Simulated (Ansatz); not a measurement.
A nudged elastic band was laid between two geometries of a periodic cell of 17 atoms, Rb (host Rb, host structure bcc, interstitial Rb).

All numbers below come from DFT PBE-D3(BJ), scalar-relativistic, plane waves, PAW (Ansatz 0.2.0). Settings: cutoff 420 eV, k mesh 2x2x2, gaussian smearing 0.1 eV, no spin polarisation.

```json
{"movable images": "5", "climbing image": "yes", "spring": "5.0 eV/Å²", "optimiser": "quadratic models (default)", "start path": "straight line", "force threshold": "0.03 eV/Å", "iteration limit": "41", "end points": "relaxed"}
```

Image 0:

```xyz
17
Lattice="11.1800 0.0000 0.0000 0.0000 11.1800 0.0000 0.0000 0.0000 11.1800" Properties=species:S:1:pos:R:3
Rb -0.119 0.034 -0.028
Rb 5.758 -0.018 -0.027
Rb -0.630 4.562 -0.032
Rb -0.320 0.075 5.648
Rb 2.851 2.772 2.923
Rb 5.997 5.028 -0.027
Rb 6.031 -0.101 5.654
Rb 8.264 2.764 3.149
Rb 0.212 5.767 5.518
Rb 2.859 9.295 3.359
Rb 2.850 2.798 8.234
Rb 5.444 5.862 5.515
Rb 8.532 8.184 2.602
Rb 8.260 2.851 7.972
Rb 2.852 9.067 7.930
Rb 8.537 8.136 8.547
Rb 2.437 6.987 0.176
```

Image 6:

```xyz
17
Lattice="11.1800 0.0000 0.0000 0.0000 11.1800 0.0000 0.0000 0.0000 11.1800" Properties=species:S:1:pos:R:3
Rb -0.332 0.322 -0.020
Rb 5.575 0.216 -0.018
Rb -1.182 4.883 -0.028
Rb 0.287 -0.120 5.544
Rb 2.568 3.028 2.626
Rb 5.593 5.485 -0.015
Rb 5.402 0.536 5.632
Rb 8.401 2.590 3.188
Rb 0.152 5.813 5.550
Rb 3.630 8.535 3.326
Rb 2.541 3.039 8.539
Rb 5.691 5.316 5.622
Rb 8.385 8.474 2.916
Rb 8.454 2.584 7.947
Rb 3.481 8.523 7.920
Rb 8.389 8.474 8.245
Rb 1.392 7.740 0.113
```

Task: What changes between the two ends?

Result: Contacts lost: Rb1–Rb10, Rb1–Rb15, Rb5–Rb10, Rb6–Rb8, Rb6–Rb14, Rb11–Rb15. Contacts made: Rb6–Rb10, Rb6–Rb15, Rb10–Rb13, Rb15–Rb16. The atom that moves furthest is Rb17, by 1.29 Å; four of its nearest neighbours are Rb3 3.92, Rb10 3.95, Rb15 4.03, Rb6 4.07 Å at the first end and Rb3 3.85, Rb10 4.00, Rb15 4.04, Rb1 4.14 Å at the last.

Task: Give the energies along the band, and the barrier.

Result: The run converged. The highest image is number 0 of 0 to 6, 0.000 eV above the first end and 0.017 eV above the last; the last end lies 0.017 eV below the first. The highest image is an end point: on this band no image between the ends rises above it. Inner images lie up to 0.091 eV below the lower end, so the ends aren't the lowest states on this path. Limits of this set-up: coarse k mesh, a small cell, in which the defect meets its images.

```json
{"image": "0", "path coordinate (Å)": "0.00", "energy (eV)": "0.000", "Rb1–Rb10 (Å)": "4.90", "Rb1–Rb15 (Å)": "4.88", "Rb5–Rb10 (Å)": "4.68"}
{"image": "1", "path coordinate (Å)": "0.41", "energy (eV)": "-0.017", "Rb1–Rb10 (Å)": "4.95", "Rb1–Rb15 (Å)": "4.92", "Rb5–Rb10 (Å)": "4.75"}
{"image": "2", "path coordinate (Å)": "1.60", "energy (eV)": "-0.075", "Rb1–Rb10 (Å)": "5.13", "Rb1–Rb15 (Å)": "4.95", "Rb5–Rb10 (Å)": "4.58"}
{"image": "3", "path coordinate (Å)": "2.79", "energy (eV)": "-0.108", "Rb1–Rb10 (Å)": "5.25", "Rb1–Rb15 (Å)": "4.97", "Rb5–Rb10 (Å)": "4.69"}
{"image": "4", "path coordinate (Å)": "3.98", "energy (eV)": "-0.107", "Rb1–Rb10 (Å)": "5.46", "Rb1–Rb15 (Å)": "5.11", "Rb5–Rb10 (Å)": "5.03"}
{"image": "5", "path coordinate (Å)": "5.17", "energy (eV)": "-0.072", "Rb1–Rb10 (Å)": "5.77", "Rb1–Rb15 (Å)": "5.31", "Rb5–Rb10 (Å)": "5.55"}
{"image": "6", "path coordinate (Å)": "6.36", "energy (eV)": "-0.017", "Rb1–Rb10 (Å)": "5.97", "Rb1–Rb15 (Å)": "5.82", "Rb5–Rb10 (Å)": "5.65"}
```

The band took 21 iterations and about 60 core-minutes.

Time of the run: 17 min on 4 threads of Intel(R) Xeon(R) Platinum 8488C (Sapphire Rapids), with other jobs on the host, peak memory 5.7 GiB.
